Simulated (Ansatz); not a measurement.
CdS: energy along a strain

CdS, P6_3mc, a = 4.135 Å, c = 6.749 Å (as given, not relaxed at this level: 2.5 GPa, forces to 0.26 eV/Å). Ansatz: PBE, PAW, 420 eV, Γ-centred 12×12×4 mesh on 4 atoms, Gaussian smearing 0.05 eV; no spin polarisation. Cell vectors (Å): 4.135 0.000 0.000; -2.067 3.581 0.000; 0.000 0.000 6.749. The cell is strained by x per cent times the pattern (0 0 0 0 0 1) in the order xx yy zz yz xz xy (engineering shears), with fractional coordinates held. y is the free energy over the start, V0 = 24.982 Å³/atom. Symmetry makes y even in x.

| x (%) | y (meV/atom) |
| --- | --- |
| -6.00 | 12.53 |
| -3.00 | 3.13 |
| 0.00 | 0.00 |
| 0.75 | 0.20 |
| 1.50 | 0.78 |
| 2.25 | ? |
| 3.75 | 4.89 |
| 4.50 | 7.04 |
| 5.25 | 9.59 |

Question: Fit y = c2 x² + c4 x⁴ to the other rows, get the stiffness along the pattern, and predict the missing energy.

Answer: Least squares on the rows shown. y = 0.3474 x² + 1.725×10⁻⁵ x⁴. The clamped-ion stiffness p·C·p = 2 × 3.474 eV × 160.2 / 24.982 Å³ = 45 GPa, which is C66 in these axes (second derivative at the start, which stands under stress). At x = 2.25 the fit asked for gives 1.76 meV/atom. The run gave 1.76 meV/atom, the same to the digits shown.